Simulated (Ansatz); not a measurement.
Space group P-3m1 (No. 164). a = 4.099 Å, b = 4.099 Å, c = 4.982 Å, α = 90.00°, β = 90.00°, γ = 120.00°
```
atom site symmetry x y z
  Al    1a      -3m.  0.0000  0.0000  0.0000
  Al    2d       3m.  0.3333  0.6667  0.3515
  Cu    2d       3m.  0.3333  0.6667  0.8423
```

Equation of state of this Al3Cu2 structure (not necessarily the ground state), with shape and atoms relaxed at each volume where symmetry leaves them free. It has no gap at any of these volumes. Computed with DFT PBEsol, scalar-relativistic, plane waves, PAW (Ansatz 0.2.0).

Cutoff 420 eV; k points 12×12×8 on the computed 5-atom cell (Γ-centred); Gaussian smearing, width 0.10 eV; no spin polarisation.

```tsv
V (Å³/atom)	E − E(largest V) (meV/atom)	P (GPa)
12.756	50.65	19.41
13.191	6.55	13.28
13.626	-22.21	8.08
14.061	-37.95	3.68
14.496	-42.71	-0.03
14.931	-38.21	-3.13
15.366	-26.01	-5.71
15.945	0.00	-8.52
```

Task: Fit a third-order Birch–Murnaghan equation to E(V).

Result: V0 = 14.49 Å³/atom, B0 = 113 GPa, B0' = 4.8.